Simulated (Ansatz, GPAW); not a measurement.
Given: the input of a run of GPAW 26.7.0 (ASE script) on C. 

File run.py:

```python
from ase import Atoms
from ase.dft.bandgap import bandgap
from ase.io import write
from ase.units import GPa
from gpaw import GPAW, PW

atoms = Atoms(['C', 'C'],
              cell=[[0.0, 1.78337, 1.78337],
                    [1.78337, 0.0, 1.78337],
                    [1.78337, 1.78337, 0.0]],
              scaled_positions=[[0.75, 0.75, 0.75],
                                [0.5, 0.5, 0.5]],
              pbc=True)

calc = GPAW(mode=PW(800),
            xc='PBE',
            kpts={'size': (13, 13, 13), 'gamma': True},
            occupations={'name': 'methfessel-paxton', 'order': 0, 'width': 0.014},
            nbands=11,
            convergence={'density': 1e-05, 'energy': 1e-05},
            maxiter=150,
            txt='gpaw.txt')
atoms.calc = calc
energy = atoms.get_potential_energy()
forces = atoms.get_forces()
stress = atoms.get_stress()
calc.write('gs.gpw')
write('result.traj', atoms)
print(f'Energy: {energy:.6f} eV')
print('Forces (eV/A):')
print(forces.round(4))
print('Stress (GPa):', (stress / GPa).round(3))
print('Fermi level:', round(calc.get_fermi_level(), 4), 'eV')
print(f'Gap: {bandgap(calc)[0]:.4f} eV, direct: {bandgap(calc, direct=True)[0]:.4f} eV')
```

Potentials or basis: GPAW PAW data sets (gpaw-data 1.2.1), pw.

The run is started by

```console
$ OMP_NUM_THREADS=1 python run.py
```

Problem. Translate it to Ansatz 0.2.0. Potentials or basis there: Ansatz PAW, cutoff 420 eV.

Solution. As run (cutoffs and basis follow the program's own potentials, and thresholds, step limits or extra output files can differ):

Contents of input.yaml:

```yaml
crystal:
  lattice:
    - [0.0, 1.78337, 1.78337]
    - [1.78337, 0.0, 1.78337]
    - [1.78337, 1.78337, 0.0]
  atoms:
    - { symbol: C, position: [0.75, 0.75, 0.75] }
    - { symbol: C, position: [0.5, 0.5, 0.5] }
hamiltonian:
  xc: pbe
  pseudopotentials: { kind: paw }
kpoints:
  mp_grid: { grid: [13, 13, 13] }
scf:
  occupations: { method: gaussian, width: 0.014 }
output:
  forces: true
  stress: true
  eigenvalues: true
```

Potentials or basis: Ansatz PAW.

Run with:

```console
$ ansatz run input.yaml --threads 2 --pin off --max-ram 5632MiB --backend cpu --events-out ev --progress --plain --runs-dir out
```

Both were run:

|  | GPAW | Ansatz |
| --- | --- | --- |
| Pressure | 1.4 GPa | 1.8 GPa |

Ansatz's pressure holds a Pulay term of +1.04 GPa for its cutoff of 420 eV, which the other run lacks.

Where Ansatz's input types no cutoff or centring, it takes its own default and a Γ-centred mesh.

Pressure is positive in compression.
